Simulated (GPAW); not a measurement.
Runs of GPAW 26.7.0 on MnS. Symmetry: F-43m, No. 216, cubic system. Conventional cell: a = 4.947 Å, b = 4.947 Å, c = 4.947 Å, α = 90.00°, β = 90.00°, γ = 90.00°. Mn (site symmetry -43m) has 4 S at 2.14 Å as nearest neighbours. S (site symmetry -43m) has 4 Mn at 2.14 Å as nearest neighbours. The cell is a database's computed one.

```tsv
task	level	potentials or basis	cell	band path	band points	optimizer	fmax	max steps	pressure (GPa)	moment (μB)
band structure	PBEsol	PAW data sets generated in the run's folder for this functional, pw	as given	GXWKGLUWLK,UX	100	-	-	-	-2.3	(b)
band structure	RPBE	the program's PAW data sets (release 1.2.1) made for this functional, pw	as given	GXWKGLUWLK,UX	100	-	-	-	(a)	0.20
relaxation of cell and atoms	PBEsol	PAW data sets generated in the run's folder for this functional, pw	relaxed	-	-	LBFGS	0.02 eV/Å	60	0.0	0.20
band structure	LDA	the program's PAW data sets (release 1.2.1) made for this functional, pw	as given	GXWKGLUWLK,UX	100	-	-	-	-7.2	0.12
```

Alike in all rows: spin collinear, ferromagnetic start; k mesh 9 × 9 × 9; cutoff (eV) 600; smearing fermi-dirac 0.05 eV.

Q: Fill in the values left out.

A: (a) 7.8; (b) 0.22.

Caveats: the moment fell far below its start of 4 μB, so a state of higher moment may lie lower in energy; each step starts from the last one's moments, so a moment once lost doesn't come back (some runs); later steps reuse the first step's grids (some runs).

Runs at the PBE level aren't shown here.
